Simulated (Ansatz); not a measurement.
Response of CaO to small distortions

```yaml
crystal:
  lattice:
    - [0.00000, 2.44900, 2.44900]
    - [2.44900, 0.00000, 2.44900]
    - [2.44900, 2.44900, 0.00000]
  atoms:
    - { symbol: Ca, position: [0.00000, 0.00000, 0.00000] }
    - { symbol: O, position: [0.50000, 0.50000, 0.50000] }
```

Atoms are numbered in the order listed.

The cell comes from COD entry 9006719, which wasn't checked; take it as a given geometry. It was measured hot, at 1427 K.

Computed with Ansatz 0.2.0, DFT, PBE, all-electron LAPW, scalar-relativistic.

The runs use a Γ-centred 9×9×9 k mesh, Fermi–Dirac smearing of 0.03 eV, basis error target 0.25 meV/atom, no spin polarisation.

The unchanged cell is at -3.99 GPa, so energy changes include a term −P ΔV where the volume moves.

Semilocal functionals give too small gaps.

x, y and z are the Cartesian axes of the cell as listed; fractional coordinates follow a strain, and an engineering shear is twice the off-diagonal strain component.

With equal xy, yz and zx engineering shear strains of -4 %: energy change +15 meV/atom; stress change (xx, yy, zz, yz, xz, xy) 0.00, 0.00, 0.00, 2.69, 2.69, 2.69 GPa, compression positive; gap on the k mesh 3.71 → 3.56 eV.

Task: With this change (xy engineering shear strain of -4 %), what becomes of the energy and stress and gap?

Result: Energy change +5 meV/atom; stress change (xx, yy, zz, yz, xz, xy) 0.05, 0.05, -0.10, 0.00, 0.00, 2.98 GPa, compression positive; gap on the k mesh 3.71 → 3.63 eV.

Task: With this change (atom 1 (Ca) moved by (0.1414, 0.1414, 0.0000) Å), what becomes of the energy and stress and forces and gap?

Result: Energy change +23 meV/atom; stress change (xx, yy, zz, yz, xz, xy) 2.13, 2.13, -0.15, 0.00, 0.00, -0.26 GPa, compression positive; change of the force on Ca1 (-0.335, -0.335, 0.000) eV/Å; gap on the k mesh 3.71 → 3.97 eV.

Task: What force constant does this one finite step give for Ca1 along its displacement (all its periodic images move with it)?

Result: k = −ΔF·u/|u|² = 2.37 eV/Å², so the force pulls the atom back.
